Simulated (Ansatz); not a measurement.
Runs of Ansatz 0.2.0 on GaAs. Symmetry: I4/mmm, No. 139, tetragonal system. The conventional cell has a = 3.762 Å, b = 3.762 Å, c = 6.052 Å, α = 90.00°, β = 90.00°, γ = 90.00°. Ga (site symmetry 4/mmm) is surrounded by 6 As at 2.66 to 3.03 Å. As (site symmetry 4/mmm) has 6 Ga at 2.66 to 3.03 Å as nearest neighbours. The cell was built by a generator and needn't be a form met in nature.

```tsv
task	level	cell	cutoff (eV)	gap on the mesh (eV)	pressure (GPa)
relaxation of cell and atoms	HF	relaxed	420	none	0.0
single point	r2SCAN50	as given	500	none	-8.5
single point	HF	as given	420	none	(a)
single point	r2SCAN0	as given	500	none	-7.1
single point	r2SCANh	as given	500	none	-6.3
```

Alike in all rows: potentials or basis Ansatz PAW; no spin polarisation; k mesh 5 × 5 × 5; smearing fermi-dirac 0.05 eV; the mesh is coarse, so values aren't converged.

Estimate the missing entries.

(a) -3.7.

Caveats: all runs use coarse meshes; the PAW data sets come from PBE, with cores solved anew for the run's functional, which leaves a small shift of forces and pressure; the thresholds are loose for stress (some runs); the plane-wave basis is chosen anew once the cell has moved, so the energies of steps on either side of that aren't comparable (some runs).

A k mesh can miss the band edges, and the runs leave out spin-orbit coupling on As, Ga.

A gap of «none» marks a metal or a gap under the smearing width.
